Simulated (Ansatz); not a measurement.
The system is RbCl.

```xyz
2
Lattice="0.0000 3.2740 3.2740 3.2740 0.0000 3.2740 3.2740 3.2740 0.0000" Properties=species:S:1:pos:R:3 pbc="T T T"
Rb    0.0000    0.0000    0.0000
Cl    3.2740    3.2740    3.2740
```

Base run:

| Quantity | Value |
| --- | --- |
| Program | Ansatz 0.2.0 |
| Functional | PBE0 |
| Potentials or basis | Ansatz PAW |
| Cutoff | 420 eV (not typed: the program's choice for these potentials) |
| k mesh | 6 × 6 × 6 |
| Occupations | fermi-dirac, width 0.05 eV |
| Spin | no spin polarisation |

Its results: band gap on the k mesh 7.09 eV, direct; pressure 0.8 GPa.

The run is repeated on the same cell with these changes: functional from PBE0 to HSE06. What comes out?

Band gap on the k mesh 6.35 eV, direct; pressure 0.9 GPa.

Caveats: the PAW data sets come from PBE, with cores solved anew for the run's functional, which leaves a small shift of forces and pressure; the thresholds are loose for stress.
